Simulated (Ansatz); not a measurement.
A plane-wave DFT run in Ansatz 0.2.0 (scalar-relativistic PAW potentials unless the input names others): input and command.

```yaml
crystal:
  lattice:
    - [2.34465, -1.7134, 0.0]
    - [2.34465, 1.7134, 0.0]
    - [-0.86055, 0.0, 5.05944]
  atoms:
    - { symbol: Cu, position: [-0.005760632, 0.4942611069, 0.0018510956] }
    - { symbol: Cu, position: [0.4942611069, -0.005760632, 0.5018510956] }
    - { symbol: O, position: [0.5606959251, 0.4278036, 0.2518489044] }
    - { symbol: O, position: [0.4278036, 0.5606959251, 0.7518489044] }
basis:
  ecutwfc: 420
kpoints:
  mp_grid: { grid: [16, 16, 8] }
hamiltonian:
  xc: pbe
  pseudopotentials: { kind: nc }
scf:
  occupations: { method: gaussian, width: 0.1 }
  max_iter: 80
output:
  forces: true
  eigenvalues: true
  stress: true
magnetization:
  spin_polarized: true
  spin_orbit: true
```

```bash
ansatz run input.yaml --threads 1 --pin off --max-ram 2560MiB --backend cpu --events-out ev --progress --plain --runs-dir out
```

Q: What will the program do with this input?

A: The program refuses it, because of spin-orbit coupling on scalar files and without noncollinear: true (magnetization: not typed → {"spin_polarized": true, "spin_orbit": true}; hamiltonian.pseudopotentials: not typed → {"kind": "nc"}). Without those keys it is accepted.

Abridged log:
```
Error: 2 input errors — fix all and re-run
  1. inconsistent input (magnetization.spin_orbit, magnetization.noncollinear): true requires noncollinear: true — spin–orbit coupling acts on 2-spinor wavefunctions; set both flags
  2. inconsistent input (magnetization.spin_orbit, hamiltonian.pseudopotentials.kind): true requires a fully-relativistic hamiltonian.pseudopotentials.kind (nc_fr or paw_fr), or kind: all_electron without datasets and azcp, which then solves Dirac's equation on LAPW. paw_fr resolves this project's PAW files (source: ansatz) by j as it reads them
```